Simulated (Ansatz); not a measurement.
AlSb, pressure series

The parent structure is AlSb in the zinc blende structure (space group F-43m, No. 216; a = 6.226 Å).

Cell and atoms are relaxed at each pressure.

The values are results of PBE (Ansatz, a quantum-chemistry and plane-wave program), no SOC, earlier PAW set, not measurements.

```
pressure (GPa)  volume per atom (Å³/atom)
--------------  -------------------------
-2                                 31.551
-1                                 30.814
0                                  30.161
0.9                                29.642
2.1                                29.003
4.5                                     ?
9                                  26.342
15                                 24.752
22.5                               23.261
```

Task: Fit the third-order Birch–Murnaghan form P(V) = (3B₀/2)[(V₀/V)^(7/3) − (V₀/V)^(5/3)]·[1 + (3/4)(B₀′ − 4)((V₀/V)^(2/3) − 1)] (squares taken in P) to the rows shown and predict the withheld row.

Result: Least squares on the printed values gives V₀ = 30.168 Å³/atom, B₀ = 49.6 GPa, B₀′ = 4.3; this predicts 27.933 Å³/atom, and the run gives 27.926 Å³/atom, 0.007 lower.

Measured bulk modulus of AlSb: 58.2 GPa (temperature not stated; as listed in Cormac Toher et al., Physical Review Materials (2017)); the computed value is for a static lattice, so the two differ by thermal effects too.

Load acts through the strain it causes; cell and atoms are relaxed under it. Stability against distortions was not tested. Measured, AlSb leaves this structure (for a Cmcm phase) near 8.1 GPa (temperature not stated; as listed in Datta, Sujoy, Jana, Debnarayan, arXiv (2020)), on rising pressure, with hysteresis.
